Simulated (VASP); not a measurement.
# SnO2 (Cassiterite) (P4_2/mnm) in VASP: further runs

The runs below take SnO2 (Cassiterite) through dielectric tensor, with PBE.

All numbers are computed with VASP 6.6.1; they aren't measurements. Logs are shortened: lines on timing, memory, paths and dates and some standing lists are left out, and cuts for length are marked.

## 1. The crystal as given

The structure is tetragonal, space group P4_2/mnm (No. 136). Conventional cell: a = 4.738 Å, b = 4.738 Å, c = 3.187 Å, α = 90.00°, β = 90.00°, γ = 90.00°. Around Sn (site symmetry mmm) lie 6 O at 2.05 to 2.06 Å. Around O (site symmetry m2m) lie 3 Sn at 2.05 to 2.06 Å.

## 2. Dielectric tensor, PBE

INCAR reads:

```
SYSTEM = SnO2
ALGO = Normal
EDIFF = 1E-8
ENCUT = 520
GGA = PE
ISIF = 2
ISMEAR = 0
LASPH = .TRUE.
LCHARG = .FALSE.
LEPSILON = .TRUE.
LREAL = .FALSE.
LWAVE = .FALSE.
NELM = 100
PREC = Accurate
SIGMA = 0.01
```

KPOINTS reads:

```
k-points
0
G
  6 6 8
  0 0 0
```

POSCAR reads:

```
SnO2
1.0
    4.7380000000      0.0000000000      0.0000000000
    0.0000000000      4.7380000000      0.0000000000
    0.0000000000      0.0000000000      3.1865000000
Sn O
2 4
Direct
    0.5000000000      0.5000000000      0.5000000000
    0.0000000000      0.0000000000      0.0000000000
    0.8071000000      0.1929000000      0.5000000000
    0.6929000000      0.6929000000      0.0000000000
    0.1929000000      0.8071000000      0.5000000000
    0.3071000000      0.3071000000      0.0000000000
```

Potentials or basis: VASP PAW PBE potentials, release 64 (Sn_d, O).

Launch:

```console
> cat potpaw_PBE.64/Sn_d/POTCAR potpaw_PBE.64/O/POTCAR > POTCAR
> mpirun -np 1 vasp_std > vasp.out
```

OUTCAR:

```text
SYSTEM = SnO2
   EDIFF = 1E-8
   ENCUT = 520
   GGA = PE
   ISIF = 2
   ISMEAR = 0
   LASPH = .TRUE.
   LEPSILON = .TRUE.
   LREAL = .FALSE.
   NELM = 100
   PREC = Accurate

 Found     50 irreducible k-points:

 Following reciprocal coordinates:
            Coordinates               Weight
  0.000000  0.000000  0.000000      1.000000
  0.166667  0.000000  0.000000      4.000000
  0.333333  0.000000  0.000000      4.000000
  0.500000  0.000000  0.000000      2.000000
  0.166667  0.166667  0.000000      4.000000
  0.333333  0.166667  0.000000      8.000000
   k-points           NKPTS =     50   k-points in BZ     NKDIM =     50   number of bands    NBANDS=     31
   number of dos      NEDOS =    301   number of ions     NIONS =      6
   total plane-waves  NPLWV =  31104
   dimension x,y,z NGX =    36 NGY =   36 NGZ =   24
   dimension x,y,z NGXF=    72 NGYF=   72 NGZF=   48
   ions per type =               2   4
   NGX,Y,Z   is equivalent  to a cutoff of  12.63, 12.63, 12.52 a.u.
   NGXF,Y,Z  is equivalent  to a cutoff of  25.26, 25.26, 25.04 a.u.
 SYSTEM =  SnO2
   PREC   = accura    normal or accurate (medium, high low for compatibility)
   ISTART =      0    job   : 0-new  1-cont  2-samecut
   ICHARG =      2    charge: 1-file 2-atom 10-const
   ISPIN  =      1    spin polarized calculation?
   LNONCOLLINEAR =      F non collinear calculations
   LSORBIT =      F    spin-orbit coupling
   LASPH  =      T    aspherical Exc in radial PAW
   ENCUT  =  520.0 eV  38.22 Ry    6.18 a.u.   8.81  8.81  5.92*2*pi/ulx,y,z
   NELM   =    100;   NELMIN=  2; NELMDL= -5     # of ELM steps
   EDIFF  = 0.1E-07   stopping-criterion for ELM
   LREAL  =      F    real-space projection
   EDIFFG = 0.1E-06   stopping-criterion for IOM
   NSW    =      0    number of steps for IOM
   IBRION =     -1    ionic relax: 0-MD 1-quasi-New 2-CG
   NFREE  =      0    steps in history (QN), initial steepest desc. (CG)
   ISIF   =      2    stress and relaxation
   ISYM   =      2    0-nonsym 1-usesym 2-fastsym
   POTIM  = 0.5000    time-step for ionic-motion
   TEBEG  =    0.0;   TEEND  =   0.0 temperature during run
   PSTRESS=    0.0 pullay stress
   NELECT =      52.0000    total number of electrons
   NUPDOWN=      -1.0000    fix difference up-down
   EMIN   =  10.00;   EMAX   =-10.00  energy-range for DOS
   EFERMI =   0.00;   METHOD = LEGACY
   ISMEAR =     0;   SIGMA  =   0.01  broadening in eV -4-tet -1-fermi 0-gaus
   EFERMI_NEDOS =   21; number of points for ismear=-14 and -15
   IALGO  =     38    algorithm
   IMIX   =      4    mixing-type and parameters
     AMIX     =   0.40;   BMIX     =  1.00
     AMIX_MAG =   1.60;   BMIX_MAG =  1.00
  volume/ion in A,a.u.               =      11.92        80.45
  Fermi-wavevector in a.u.,A,eV,Ry     =   1.472000  2.781677 29.480903  2.166785
  Thomas-Fermi vector in A             =   2.587068
   LORBIT       =      0    0 simple, 1 ext, 2 COOP (PROOUT), +10 PAW based schemes
   GGA     = PE    functional components
   LHFCALC =     F    Hartree Fock is set to
   AEXX    =    0.0000 exact exchange contribution
   IVDW    =     0    specifies the selected vdW correction
   LEPSILON=     T    determine dielectric tensor
   LRPA    =     F    only Hartree local field effects (RPA)
 non-spin polarized calculation
 Gauss-broadening in eV      SIGMA  =   0.01
  energy-cutoff  :      520.00
  volume of cell :       71.53
 maximum number of plane-waves:      1992
 NGX is ok and might be reduce to    36
   NGX = 17   NGY = 17   NGZ = 11

--------------------------------------- Ionic step        1  -------------------------------------------

 number of electron      51.9999993 magnetization

 E-fermi :   6.2074     XC(G=0): -11.2575

 val. band max:        6.1435926121   @ k =   0.0000   0.0000   0.0000
 cond. band min:       7.4159461483   @ k =   0.0000   0.0000   0.0000
 fundamental gap:      1.2723535362
 Fermi energy:         6.2073563216

 k-point     1 :       0.0000    0.0000    0.0000
  band No.  band energies     occupation
      1     -14.9631      2.00000
      2     -14.1851      2.00000
      3     -13.9016      2.00000
      4     -13.8797      2.00000
      5     -13.8797      2.00000
      6     -13.7997      2.00000
[... 23 lines left out ...]
     30      12.4933      0.00000
     31      16.6304      0.00000

 k-point     2 :       0.1667    0.0000    0.0000
  band No.  band energies     occupation
      1     -14.9202      2.00000
      2     -14.2324      2.00000
      3     -13.9016      2.00000
      4     -13.8779      2.00000
      5     -13.8778      2.00000
      6     -13.8391      2.00000
[... 23 lines left out ...]
     30      12.7430      0.00000
     31      16.8781      0.00000

 k-point     3 :       0.3333    0.0000    0.0000
  band No.  band energies     occupation
      1     -14.7955      2.00000
      2     -14.3901      2.00000
      3     -13.9016      2.00000
      4     -13.8858      2.00000
      5     -13.8741      2.00000
      6     -13.8739      2.00000
[... 23 lines left out ...]
     30      13.1106      0.00000
     31      17.1245      0.00000

 k-point     4 :       0.5000    0.0000    0.0000
  band No.  band energies     occupation
      1     -14.6051      2.00000
      2     -14.6051      2.00000
      3     -13.8996      2.00000
      4     -13.8996      2.00000
      5     -13.8720      2.00000
      6     -13.8720      2.00000
[... 23 lines left out ...]
     30      13.2356      0.00000
     31      17.1183      0.00000

 k-point     5 :       0.1667    0.1667    0.0000
  band No.  band energies     occupation
      1     -14.8873      2.00000
      2     -14.2879      2.00000
      3     -13.9018      2.00000
      4     -13.8804      2.00000
      5     -13.8737      2.00000
      6     -13.8582      2.00000
[... 23 lines left out ...]
     30      12.8793      0.00000
     31      16.8794      0.00000

 k-point     6 :       0.3333    0.1667    0.0000
  band No.  band energies     occupation
      1     -14.7889      2.00000
      2     -14.4429      2.00000
      3     -13.8995      2.00000
      4     -13.8807      2.00000
      5     -13.8788      2.00000
      6     -13.8720      2.00000
[... 23 lines left out ...]
     30      13.2315      0.00000
     31      16.9157      0.00000

 [... further k-points ...]

  FORCE on cell =-STRESS in cart. coord.  units (eV):
  Direction    XX          YY          ZZ          XY          YZ          ZX
  --------------------------------------------------------------------------------------
  -------------------------------------------------------------------------------------
  Total        4.7778787      4.7778787      6.2515797      0.0000000      0.0000000      0.0000000
  in kB      107.0142642    107.0142642    140.0220128      0.0000000      0.0000000      0.0000000
  external PRESSURE =     118.0168471 kB  Pullay stress =       0.0000000 kB

 VOLUME and BASIS-vectors are now :
 -----------------------------------------------------------------------------
  energy-cutoff  :      520.00
  volume of cell :       71.53
      direct lattice vectors                 reciprocal lattice vectors
     4.738000000  0.000000000  0.000000000     0.211059519  0.000000000  0.000000000
     0.000000000  4.738000000  0.000000000     0.000000000  0.211059519  0.000000000
     0.000000000  0.000000000  3.186500000     0.000000000  0.000000000  0.313823945

 POSITION                                       TOTAL-FORCE (eV/Angst)
 -----------------------------------------------------------------------------------
      2.36900      2.36900      1.59325         0.000000      0.000000     -0.000000
      0.00000      0.00000      0.00000         0.000000      0.000000     -0.000000
      3.82404      0.91396      1.59325        -0.208156      0.208156     -0.000000
      3.28296      3.28296      0.00000         0.208156      0.208156     -0.000000
      0.91396      3.82404      1.59325         0.208156     -0.208156     -0.000000
      1.45504      1.45504      0.00000        -0.208156     -0.208156      0.000000
 -----------------------------------------------------------------------------------
    total drift:                               -0.000000      0.000000      0.000000

  FREE ENERGIE OF THE ION-ELECTRON SYSTEM (eV)
  ---------------------------------------------------
  free  energy   TOTEN  =       -37.1594885824 eV

  energy  without entropy=      -37.1594885824  energy(sigma->0) =      -37.15948858

 HEAD OF MICROSCOPIC STATIC DIELECTRIC TENSOR (INDEPENDENT PARTICLE, excluding Hartree and local field effects)
 ------------------------------------------------------
           4.342544     0.000000     0.000000
           0.000000     4.342544     0.000000
           0.000000     0.000000     4.648293
 ------------------------------------------------------

 Free energy of the ion-electron system (eV)
  ---------------------------------------------------
  ---------------------------------------------------
  free energy    TOTEN  =        -0.68962162 eV

  energy without entropy =       -0.68962162

------------------------ aborting loop because EDIFF is reached ----------------------------------------

--------------------------------------- Ionic step        2  -------------------------------------------

------------------------ aborting loop because EDIFF is reached ----------------------------------------

--------------------------------------- Ionic step        3  -------------------------------------------

 Free energy of the ion-electron system (eV)
  ---------------------------------------------------
  ---------------------------------------------------
  free energy    TOTEN  =        -0.75284364 eV

  energy without entropy =       -0.75284364

------------------------ aborting loop because EDIFF is reached ----------------------------------------

 PIEZOELECTRIC TENSOR FIELD DIRECTION 3  (e Angst)
 -----------------------------------------------------------------------------
     0.00160  0.00000  0.00000           ( -0.00001  0.00000  0.00000)
     0.00000  0.00160  0.00000           (  0.00000 -0.00001  0.00000)
     0.00000  0.00000 -0.00497           (  0.00000  0.00000 -0.00016)

 PIEZOELECTRIC TENSOR FIELD DIRECTION 3  (C/m^2)
 -----------------------------------------------------------------------------
     0.00036  0.00000  0.00000
     0.00000  0.00036  0.00000
     0.00000  0.00000 -0.00111

 MACROSCOPIC STATIC DIELECTRIC TENSOR (including local field effects in DFT)
 ------------------------------------------------------
           4.268816     0.000000     0.000000
           0.000000     4.268816     0.000000
           0.000000     0.000000     4.564495
 ------------------------------------------------------

 PIEZOELECTRIC TENSOR (including local field effects)  for field in x, y, z        (e  Angst)
          XX          YY          ZZ          XY          YZ          ZX
  --------------------------------------------------------------------------------
  x     0.00000     0.00000     0.00000     0.00000     0.00000     0.00000
  y     0.00000     0.00000     0.00000     0.00000     0.00000     0.00000
  z     0.00000     0.00000     0.00000     0.00000     0.00000     0.00000

 PIEZOELECTRIC TENSOR (including local field effects)  for field in x, y, z        (C/m^2)
          XX          YY          ZZ          XY          YZ          ZX
  --------------------------------------------------------------------------------
  x     0.00000     0.00000     0.00000     0.00000     0.00000     0.00000
  y     0.00000     0.00000     0.00000     0.00000     0.00000     0.00000
  z     0.00000     0.00000     0.00000     0.00000     0.00000     0.00000

 BORN EFFECTIVE CHARGES (including local field effects) (in |e|, cummulative output)
 ---------------------------------------------------------------------------------
 ion    1
    1     4.08243    -0.44570     0.00000
    2    -0.44570     4.08243     0.00000
    3     0.00000     0.00000     4.46869
 ion    2
    1     4.08243     0.44570     0.00000
    2     0.44570     4.08243     0.00000
    3     0.00000     0.00000     4.46869
 ion    3
    1    -2.04122     0.69271     0.00000
    2     0.69271    -2.04122     0.00000
    3     0.00000     0.00000    -2.23434
 ion    4
    1    -2.04122    -0.69271     0.00000
    2    -0.69271    -2.04122     0.00000
    3     0.00000     0.00000    -2.23434
 ion    5
    1    -2.04122     0.69271     0.00000
    2     0.69271    -2.04122     0.00000
    3     0.00000     0.00000    -2.23434
 ion    6
    1    -2.04122    -0.69271     0.00000
    2    -0.69271    -2.04122     0.00000
    3     0.00000     0.00000    -2.23434
```

Run time: 9.4 min. Hardware: 1 thread of Intel Xeon Platinum 8488C (Sapphire Rapids), shared host; peak memory 0.5 GiB.

The run converged, but some of its settings lie outside the range that counts as converged, so its numbers aren't taken as properties of the crystal.

Results:

| Property | Result |
| --- | --- |
| Band gap on the k mesh | 1.27 eV, direct |
| Electronic dielectric tensor (diagonal) | 4.27, 4.27, 4.56 |
| Born charges (mean of the diagonal) | Sn +4.21; O -2.11 e |

Caveat: spin-orbit coupling is left out, which moves the levels of the heavy elements.

## 3. Dielectric tensor, PBE

INCAR is that of step 2.

KPOINTS reads:

```
k-points
0
G
  7 7 10
  0 0 0
```

POSCAR is that of step 2.

Potentials or basis: VASP PAW PBE potentials, release 64 (Sn_d, O).

Launch:

```console
> cat potpaw_PBE.64/Sn_d/POTCAR potpaw_PBE.64/O/POTCAR > POTCAR
> mpirun -np 1 vasp_std > vasp.out
```

OUTCAR:

```text
SYSTEM = SnO2
   EDIFF = 1E-8
   ENCUT = 520
   GGA = PE
   ISIF = 2
   ISMEAR = 0
   LASPH = .TRUE.
   LEPSILON = .TRUE.
   LREAL = .FALSE.
   NELM = 100
   PREC = Accurate

 Found     60 irreducible k-points:

 Following reciprocal coordinates:
            Coordinates               Weight
  0.000000  0.000000  0.000000      1.000000
  0.142857  0.000000  0.000000      4.000000
  0.285714  0.000000  0.000000      4.000000
  0.428571  0.000000  0.000000      4.000000
  0.142857  0.142857  0.000000      4.000000
  0.285714  0.142857  0.000000      8.000000
   k-points           NKPTS =     60   k-points in BZ     NKDIM =     60   number of bands    NBANDS=     31
[... 358 lines left out ...]

 PIEZOELECTRIC TENSOR (including local field effects)  for field in x, y, z        (e  Angst)
          XX          YY          ZZ          XY          YZ          ZX
  --------------------------------------------------------------------------------
  x     0.00000     0.00000     0.00000     0.00000     0.00000     0.00000
  y     0.00000     0.00000     0.00000     0.00000     0.00000     0.00000
  z     0.00000     0.00000     0.00000     0.00000     0.00000     0.00000

 PIEZOELECTRIC TENSOR (including local field effects)  for field in x, y, z        (C/m^2)
          XX          YY          ZZ          XY          YZ          ZX
  --------------------------------------------------------------------------------
  x     0.00000     0.00000     0.00000     0.00000     0.00000     0.00000
  y     0.00000     0.00000     0.00000     0.00000     0.00000     0.00000
  z     0.00000     0.00000     0.00000     0.00000     0.00000     0.00000

 BORN EFFECTIVE CHARGES (including local field effects) (in |e|, cummulative output)
 ---------------------------------------------------------------------------------
 ion    1
    1     4.08244    -0.44496     0.00000
    2    -0.44496     4.08244     0.00000
    3     0.00000     0.00000     4.46882
 ion    2
    1     4.08244     0.44496     0.00000
    2     0.44496     4.08244     0.00000
    3     0.00000     0.00000     4.46882
 ion    3
    1    -2.04122     0.69187     0.00000
    2     0.69187    -2.04122     0.00000
    3     0.00000     0.00000    -2.23441
 ion    4
    1    -2.04122    -0.69187     0.00000
    2    -0.69187    -2.04122     0.00000
    3     0.00000     0.00000    -2.23441
 ion    5
    1    -2.04122     0.69187     0.00000
    2     0.69187    -2.04122     0.00000
    3     0.00000     0.00000    -2.23441
 ion    6
    1    -2.04122    -0.69187     0.00000
    2    -0.69187    -2.04122     0.00000
    3     0.00000     0.00000    -2.23441
```

OSZICAR:

```text
N       E                     dE             d eps       ncg     rms          rms(c)
DAV:   1     0.654335787368E+03    0.65434E+03   -0.26420E+04  3997   0.264E+03
DAV:   2     0.561483992847E+02   -0.59819E+03   -0.57712E+03  4183   0.681E+02
DAV:   3    -0.384792960352E+02   -0.94628E+02   -0.93047E+02  4231   0.228E+02
DAV:   4    -0.432651554514E+02   -0.47859E+01   -0.47604E+01  4415   0.561E+01
[... 11 lines left out ...]
RMM:   6    -0.750978902776E+00   -0.30404E-03   -0.83496E-05  6493   0.498E-02    0.438E-03
RMM:   7    -0.751204080234E+00   -0.22518E-03   -0.97375E-06  7011   0.163E-02    0.129E-03
RMM:   8    -0.751267545879E+00   -0.63466E-04   -0.18480E-06  7153   0.461E-03    0.347E-04
RMM:   9    -0.751280165495E+00   -0.12620E-04   -0.16350E-07  7208   0.138E-03    0.113E-04
RMM:  10    -0.751274852250E+00    0.53132E-05   -0.10986E-08  7061   0.451E-04    0.474E-05
RMM:  11    -0.751275768296E+00   -0.91605E-06   -0.76729E-09  5642   0.181E-04    0.645E-06
```

stdout:

```text
POSCAR found type information on POSCAR SnO
 POSCAR found :  2 types and       6 ions
 scaLAPACK will be used
 LDA part: xc-table for (Slater+PW92), standard interpolation
 POSCAR, INCAR and KPOINTS ok, starting setup
 FFT: planning ... GRIDC
 FFT: planning ... GRID_SOFT
 FFT: planning ... GRID
 WAVECAR not read
 entering main loop
 Linear response reoptimize wavefunctions to high precision
 Linear response G [H, r] |phi>, progress :
  Direction:   1
 Linear response G [H, r] |phi>, progress :
  Direction:   2
 Linear response G [H, r] |phi>, progress :
  Direction:   3
 Linear response to external field (no local field effect), progress :
  Direction:   1
 dielectric tensor                  component  1 :     4.134    -0.157    -0.458
 Linear response to external field (no local field effect), progress :
  Direction:   2
 dielectric tensor                  component  2 :    -0.157     4.521    -0.282
 Linear response to external field (no local field effect), progress :
  Direction:   3
 dielectric tensor                  component  3 :    -0.458    -0.282     4.641
 Linear response to external field, progress :
  Direction:   1
 dielectric tensor                  component  1 :     4.254    -0.076    -0.197
 Linear response to external field, progress :
  Direction:   2
 dielectric tensor                  component  2 :    -0.076     4.254    -0.368
 Linear response to external field, progress :
  Direction:   3
 dielectric tensor                  component  3 :    -0.456    -0.281     4.557
 Born effective charges drift removed
```

Run time: 10 min. Hardware: 1 thread of Intel Xeon Platinum 8488C (Sapphire Rapids), shared host; peak memory 0.56 GiB.

The run converged, but some of its settings lie outside the range that counts as converged, so its numbers aren't taken as properties of the crystal.

What came out:

```yaml
Band_gap_on_the_k_mesh: 1.27 eV, direct
Electronic_dielectric_tensor_diagonal: 4.25, 4.25, 4.56
Born_charges_mean_of_the_diagonal: Sn +4.21; O -2.11 e
```

Caveat: spin-orbit coupling is left out, which moves the levels of the heavy elements.

## 4. The reference run

An earlier run on the cell as given: functional PBEsol; potentials or basis VASP PAW PBE potentials, release 64 (Sn_d, O); cutoff 520 eV; k mesh 6 × 6 × 8; occupations fermi-dirac, width 0.05 eV; no spin polarisation.

* Pressure: 5.4 GPa
* Largest force: 0.229 eV/Å
* Band gap on the k mesh: 1.18 eV, direct
